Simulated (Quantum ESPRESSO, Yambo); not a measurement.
# How the form of the self-energy moves the gap of CdS (Hawleyite), part 2 of 2

How much does the gap of CdS (Hawleyite) depend on the approximation to the self-energy?

Quantum ESPRESSO 7.5 and Yambo 5.3.0; PBE and many-body steps on it, plane waves. Known limits of the many-body steps: not at the basis limit; no spin-orbit coupling; coarse k mesh.

So far. Step 2 (Empty states on the mesh, 4×4×4 mesh, 331 bands): On this mesh the gap is 1.145 eV. Step 4 (G0W0, Godby-Needs plasmon pole): The gap on the mesh goes from 1.14 eV to 2.14 eV, a correction of +0.99 eV.

## (5) One-shot COHSEX

This step: one-shot COHSEX on PBE, plane waves, norm-conserving pseudopotentials.

Contents of gw4.in:

```
HF_and_locXC
gw0
dyson
cohsex
em1s
rim_cut
RandQpts= 1000000
RandGvec= 1 RL
EXXRLvcs= 94 Ry
VXCRLvcs= 376 Ry
Chimod= "HARTREE"
% BndsRnXs
 1 | 142 |
%
NGsBlkXs= 10.5 Ry
% LongDrXs
 1 | 1 | 1 |
%
% GbndRnge
 1 | 142 |
%
DysSolver= "n"
ExtendOut
% QPkrange
 1 | 1 | 12 | 15 |
%
```

Run with:

```sh
OMP_NUM_THREADS=1 mpirun -n 4 yambo -F gw4.in -J gw4 -C gw4 > gw4.log
```

Log:

```text
 Yambo, version 5.3.0

 [02] CORE Variables Setup
 =========================

  [... cell, symmetries and grids as in the set-up ...]

  [02.05] Energies & Occupations
  ==============================

  [X] === General ===
  [X] Electronic Temperature                        :  0.000000  0.000000 [eV K]
  [X] Bosonic    Temperature                        :  0.000000  0.000000 [eV K]
  [X] Finite Temperature mode                       : no
  [X] El. density                                   :  0.52403E+24 [cm-3]
  [X] Fermi Level                                   :  6.982057 [eV]

  [X] === Gaps and Widths ===
  [X] Conduction Band Min                           :  1.144724 [eV]
  [X] Valence Band Max                              :  0.000000 [eV]
  [X] Filled Bands                                  :  13
  [X] Empty Bands                                   :    14   331
  [X] Direct Gap                                    :  1.144724 [eV]
  [X] Direct Gap localized at k                     :  1
  [X] Indirect Gap                                  :  1.144724 [eV]
  [X] Indirect Gap between kpts                     :  1  1
  [X] Last valence band width                       :  2.183510 [eV]
  [X] 1st conduction band width                     :  4.279643 [eV]

 [03] Transferred momenta grid and indexing
 ==========================================

 IBZ Q-points                                      :   8
 BZ  Q-points                                      :   64

 K/Q-points units:
 rlu = crystal or reduced units; cc = cartesian coordinates; iku = interal k-units

 Q [1]          [rlu]:  0.000000  0.000000  0.000000
 Q [2]          [rlu]: -0.40681E-17 -0.40681E-17  0.25000
 Q [3]          [rlu]:  0.81362E-17  0.81362E-17 -0.50000
[...]
BZ Q point size factor                           : -1.000000
  X Optical Averaged directions                    : none

 [07] Local Exchange-Correlation + Non-Local Fock
 ================================================

 [VXC] Plane waves :   41151
 [EXS] Plane waves :   5161

 QP @ state[ 1 ] K range:  1  1
 QP @ state[ 1 ] b range:  12  15

 [xc] Functional : Perdew, Burke & Ernzerhof(X)+Perdew, Burke & Ernzerhof(C)
 [xc] LIBXC used to calculate xc functional
  PP Number of Atomic Species                      :  2
  NLCC RL compoments                               :   41151
  PP Number of Atomic Species                      :  2
  NLCC RL compoments                               :   41151

 [xc] E_xc :  -17.59455 [Ha]
      E_xc :  -35.18910 [Ry]

  Local XC kind (lXC) : Perdew, Burke & Ernzerhof(X)+Perdew, Burke & Ernzerhof(C)
  Non-Local XC kind (nlXC) : Hartree-Fock

  Corrections @ K [1] :  [eV]
 <12|nlXC|12> = -18.34334 -0.77818E-18 <12|lXC|12> = -15.38909 -0.14161E-15
 <13|nlXC|13> = -18.34339 -0.10121E-17 <13|lXC|13> = -15.38909  0.000000
 <14|nlXC|14> = -6.737015 -0.35482E-17 <14|lXC|14> = -10.63635  0.000000
 <15|nlXC|15> = -5.838126  0.28639E-17 <15|lXC|15> = -10.64223  0.000000

 [08] Dyson equation: Newton solver
 ==================================

 [Newton] Sc step       :  0.100000 [eV]
 [Newton] Sc steps      :  1

  [08.01] G0W0 (COHSEX)
  =====================

  [  GW  ] Bands range     :   1  15

  QP @ state[ 1 ] K range:  1  1
  QP @ state[ 1 ] b range:  12  15

   Sc Empty Bands                                   : no
   Sc bands terminator                              : no
   Sx RL components                                 :   5161

   QP @ state[ 1 ] K range                          :  1  1
   QP @ state[ 1 ] b range                          :  12  15
   GF WF`s kind                                     : Perdew, Burke & Ernzerhof(X)+Perdew, Burke & Ernzerhof(C)
   Xs energies kind                                 : Perdew, Burke & Ernzerhof(X)+Perdew, Burke & Ernzerhof(C)
   Xs WF`s kind                                     : Perdew, Burke & Ernzerhof(X)+Perdew, Burke & Ernzerhof(C)

 [11] Game Over & Game summary
```

It took 60 s on 4 MPI ranks of Arm Neoverse V1, shared host; peak memory 1.8 GiB; 3.9 min of CPU time.

This step gave:

| Quantity | Value |
| --- | --- |
| quasiparticle gap on the points computed | 2.782 eV |
| starting gap on the mesh | 1.145 eV |
| k of the valence top | 0, 0, 0 |
| k of the conduction bottom | 0, 0, 0 |
| least direct quasiparticle gap on the computed points | 2.782 eV |
| Z at the valence top | 1 |
| Z at the conduction bottom | 1 |

Against G0W0 in Yambo (4×4×4 mesh, 142 bands, screening to 142.9 eV, Godby-Needs plasmon pole), the gap moves by +0.646 eV.

## (6) One-shot Hartree-Fock

This step: one-shot Hartree-Fock on PBE, plane waves, norm-conserving pseudopotentials.

Contents of gw5.in:

```
HF_and_locXC
rim_cut
RandQpts= 1000000
RandGvec= 1 RL
EXXRLvcs= 94 Ry
VXCRLvcs= 376 Ry
% QPkrange
 1 | 1 | 12 | 15 |
%
```

Run with:

```sh
OMP_NUM_THREADS=1 mpirun -n 4 yambo -F gw5.in -J gw5 -C gw5 > gw5.log
```

Log:

```text
 Yambo, version 5.3.0

 [02] CORE Variables Setup
 =========================

  [... cell, symmetries and grids as in the set-up ...]

  [02.05] Energies & Occupations
  ==============================

  [X] === General ===
  [X] Electronic Temperature                        :  0.000000  0.000000 [eV K]
  [X] Bosonic    Temperature                        :  0.000000  0.000000 [eV K]
  [X] Finite Temperature mode                       : no
  [X] El. density                                   :  0.52403E+24 [cm-3]
[...]
PP Number of Atomic Species                      :  2
  NLCC RL compoments                               :   41151

 [xc] E_xc :  -17.59455 [Ha]
      E_xc :  -35.18910 [Ry]

  Local XC kind (lXC) : Perdew, Burke & Ernzerhof(X)+Perdew, Burke & Ernzerhof(C)
  Non-Local XC kind (nlXC) : Hartree-Fock

  Corrections @ K [1] :  [eV]
 <12|nlXC|12> = -18.34334 -0.77818E-18 <12|lXC|12> = -15.38909 -0.14161E-15
 <13|nlXC|13> = -18.34339 -0.10121E-17 <13|lXC|13> = -15.38909  0.000000
 <14|nlXC|14> = -6.737015 -0.35482E-17 <14|lXC|14> = -10.63635  0.000000
 <15|nlXC|15> = -5.838126  0.28639E-17 <15|lXC|15> = -10.64223  0.000000

 [08] Game Over & Game summary
```

Wall time 5.2 s (4 MPI ranks); peak memory 1.7 GiB.

Numbers from this step:

```yaml
quasiparticle_gap_on_the_mesh: 7.998 eV
starting_gap_on_the_mesh: 1.145 eV
k_of_the_valence_top: 0, 0, 0
k_of_the_conduction_bottom: 0, 0, 0
least_direct_quasiparticle_gap_on_the_computed_points: 7.998 eV
```

Against G0W0 in Yambo (4×4×4 mesh, 142 bands, screening to 142.9 eV, Godby-Needs plasmon pole), the gap moves by +5.862 eV.

## (7) Side by side

Times are wall times on 4 MPI ranks of Arm Neoverse V1, shared host, good to a factor of about two.

```csv
run,mesh,bands,screening cutoff (eV),DFT gap (eV),gap on the mesh (eV),direct (eV),time
"G0W0, Godby-Needs plasmon pole",4×4×4,142,142.9,1.145,2.136,2.136,76 s
one-shot COHSEX,4×4×4,142,142.9,1.145,2.782,2.782,60 s
one-shot Hartree-Fock,4×4×4,-,-,1.145,7.998,7.998,5.2 s
```

## (8) What came out

* G0W0, Godby-Needs plasmon pole: 2.136 eV
* one-shot COHSEX: 2.782 eV
* one-shot Hartree-Fock: 7.998 eV
* known limits: not at the basis limit; no spin-orbit coupling; coarse k mesh

**Reading.** One-shot COHSEX: +0.646 eV against G0W0, Godby-Needs plasmon pole. One-shot Hartree-Fock: +5.862 eV against G0W0, Godby-Needs plasmon pole. Bare exchange alone opens the gap to 8.00 eV; against G0W0, correlation takes back 5.86 eV. Static COHSEX lies above G0W0: it lacks the factor Z and overstates the Coulomb hole of the filled states. Against experiment, by G0W0, Godby-Needs plasmon pole: the gap of 2.14 eV lies −0.28 eV from the measured 2.42 eV (optical, 1995). An exciton line or allowed optical edge lies below the quasiparticle gap by the binding energy; a forbidden edge can push the onset above it. These are gaps on the mesh, at modest bands and cutoff. The calculation has static nuclei and no excitons; a measured gap holds zero-point and thermal motion, which mostly lowers it. Bands and cutoff are finite, so the gap is not at the basis limit. The miss can reach some tenths of an eV and take either sign; the mesh is an error of its own. The 4×4×4 mesh is coarse for this cell, which bears on the long-range parts of exchange and screening. The many-body steps are scalar-relativistic: spin-orbit coupling is not in them.

[Paths, hosts, dates, memory and timing lines, banners, echoed tables and standing remarks are left out of the program output.]

[Logs are printed without paths, hosts, clocks, repeated set-up lines and the standing remarks that a program may print on its own settings, such as how far it seeks lower states.]

[Runs of the session that timed out or met a known fault of the program may be left out.]

[Hosts, paths, dates, database ids (printed as entryN), source tags and the programs' standing remarks are cut or masked in the printed files.]
